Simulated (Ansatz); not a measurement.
**Zone-centre phonons of WC at 5 GPa: input and output**

Theory: Ansatz 0.2.0, DFT PBEsol, scalar-relativistic, plane waves, PAW.

Launched with:
```bash
ansatz run input.yaml --threads 1 --pin off --max-ram 3072MiB --backend cpu --events-out ev --progress --plain --runs-dir out
```

Input (bare energies are in eV):
```yaml
crystal:
  lattice:
    - [2.886790941, 0.0, 0.0]
    - [-1.4433954705, 2.5000342903, 0.0]
    - [0.0, 0.0, 2.8172296801]
  atoms:
    - { symbol: W, position: [0.0, 0.0, 0.0] }
    - { symbol: C, position: [0.6666666667, 0.3333333333, 0.5] }
basis:
  ecutwfc: 420
kpoints:
  mp_grid: { grid: [18, 18, 14] }
hamiltonian:
  xc: pbesol
scf:
  occupations: { method: fermi_dirac, width: 0.15 }
output:
  eigenvalues: true
phonons:
  method: dfpt
  eigenvectors: true
```

Results section of the output:
```
--- Phonons (Γ-DFPT): 4 representative perturbations + reference, on 728 of 4536 k-points (Σ response iterations 12) ---
  k mesh reduced under 4 symmetry operations, with k and −k counted as one. Each operation leaves every solved displacement unchanged or reverses it
  ASR residual: 2.568e-4 → 0.000e0 eV/Å²; symmetrization residual: 1.035e-6 eV/Å²
  ASR residual per site (eV/Å²): 2.57e-4 4.38e-5
  Γ frequencies (cm⁻¹): 0.00 0.00 0.00 606.69 633.92 633.92
  non-analytic LO–TO correction: not included (Born effective charges unavailable; polar crystals: no LO–TO splitting at Γ)
```

It took 38 s on 1 thread of Intel(R) Xeon(R) 6975P-C (Granite Rapids), with other jobs on the host, peak memory 0.86 GiB.

In a metal, frequencies and elastic constants depend on the k mesh and the smearing, soft modes and shear constants most. Spin–orbit coupling is left out, which can shift energies with elements as heavy as these.